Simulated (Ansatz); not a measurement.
## PtSe2 (P-3m1): electronic heat capacity and spin susceptibility from the density of states

Computed with DFT PBEsol, scalar-relativistic, plane waves, PAW in Ansatz 0.2.0.

Plane waves to 420 eV, a k mesh through Γ of 12×12×8 on the computed 3-atom cell and Gaussian smearing (0.10 eV); no spin polarisation.

Relaxed cell: P-3m1, a = 3.761 Å, b = 3.761 Å, c = 4.863 Å, α = 90.00°, β = 90.00°, γ = 120.00°, 3 atoms in the primitive cell.

The density of states at the Fermi level is 0.472 states/eV in the cell of 3 atoms (1 formula unit; both spins, tetrahedra on a 18×18×12 mesh).

**Question.** What Sommerfeld coefficient and Pauli susceptibility does this give?

**Answer.** Per formula unit N(E_F) = 0.472 states/eV. γ = (π²/3) k_B² N(E_F) N_A = 2.357 mJ/(mol K²) per state/eV, so γ = 1.1 mJ/(mol K²), a mole of formula units. χ_P = μ_B² N(E_F) N_A = 3.23×10⁻⁵ emu/mol per state/eV gives 1.5×10⁻⁵ emu/mol. This is the bare band result: a measured γ of the same phase is as a rule larger by a factor 1 + λ from phonons and spin fluctuations, the spin part of χ is larger by the Stoner factor, and a measured χ also holds orbital and core terms. N(E_F) at one energy is sensitive to the mesh where the density of states has sharp peaks.

Spin-orbit coupling is left out, which matters for the bands of heavy elements.

Cost: 1 run of about 1.9 core-minutes, on Intel Xeon Platinum 8259CL (Skylake/Cascade Lake) (shared hosts).